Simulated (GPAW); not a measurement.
## TePb in GPAW: the effect of functional

The system is TePb.

```
Pb Te
1.0
     0.00000    3.23100    3.23100
     3.23100    0.00000    3.23100
     3.23100    3.23100    0.00000
Pb Te
1 1
Direct
  0.00000 0.00000 0.00000
  0.50000 0.50000 0.50000
```

Alike in all runs:

| Quantity | Value |
| --- | --- |
| Program | GPAW 26.7.0 |
| Task | dielectric tensor |
| Cutoff | 400 eV |
| Basis | pw |
| k mesh | 6 × 6 × 6 |
| Occupations | fermi-dirac, width 0.001 eV |
| Spin | no spin polarisation |

| functional | potentials or basis | dielectric constant (mean) |
| --- | --- | --- |
| LDA | the program's PAW data sets (release 1.2.1) made for this functional | 30.07 |
| AM05 | PAW data sets generated in the run's folder for this functional | 28.11 |
| PBEsol | PAW data sets generated in the run's folder for this functional | 29.08 |
| RPBE | the program's PAW data sets (release 1.2.1) made for this functional | ? |
| GLLB-SC | the program's PAW data sets (release 1.2.1) made for this functional | 20.77 |

What does the run with functional RPBE give?

Dielectric constant 26.08 mean.

Caveats: the long-wavelength limit can be off by a per cent or two; a model potential gives levels but no total energy (some runs); response on these states lacks terms of the Hamiltonian (some runs).

Runs at the PBE level aren't shown here.
